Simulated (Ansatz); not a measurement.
The system is TiH2.

```
CELL_PARAMETERS angstrom
-1.59650 1.59650 2.13350
1.59650 -1.59650 2.13350
1.59650 1.59650 -2.13350
ATOMIC_POSITIONS crystal
Ti 0.00000 0.00000 0.00000
H 0.25000 0.75000 0.50000
H 0.75000 0.25000 0.50000
```

- Program: Ansatz 0.2.0
- Task: relaxation of cell and atoms
- Functional: r2SCAN
- Dispersion: D3(BJ)
- Potentials or basis: Ansatz PAW
- Cutoff: 500 eV (not typed: the program's choice for these potentials)
- k mesh: 12 × 12 × 12
- Occupations: fermi-dirac, width 0.05 eV
- Spin: no spin polarisation

At the start: volume 7.25 Å³/atom.

Task: Where does the relaxation end?

Result: It ends after 6 steps and the volume is 6.96 Å³/atom (-4.0 %); space group I4/mmm (No. 139, to 0.05 Å).

Step by step:
| step | energy change (eV) | largest force (eV/Å) | volume (Å³) |
| --- | --- | --- | --- |
| 1 | 0.0000 | 0.0000 | 21.75 |
| 2 | -0.0143 | 0.0000 | 20.51 |
| 3 | -0.0175 | 0.0000 | 20.90 |
| 4 | -0.0176 | 0.0000 | 20.88 |
| 5 | -0.0176 | 0.0000 | 20.88 |
| 6 | -0.0170 | 0.0000 | 20.88 |

Final structure:
```
Ti H
1.0
    -1.58672    1.58672    2.07291
     1.58672   -1.58672    2.07291
     1.58672    1.58672   -2.07291
Ti H
1 2
Direct
  0.00000 0.00000 0.00000
  0.25000 0.75000 0.50000
  0.75000 0.25000 0.50000
```

Caveat: the plane-wave basis is chosen anew once the cell has moved, so the energies of steps on either side of that aren't comparable; pairwise dispersion overbinds metals, which lowers pressure and volume; the PAW data sets come from PBE, with cores solved anew for the run's functional, which leaves a small shift of forces and pressure; the dispersion damping was fitted for another functional or another form of the correction.
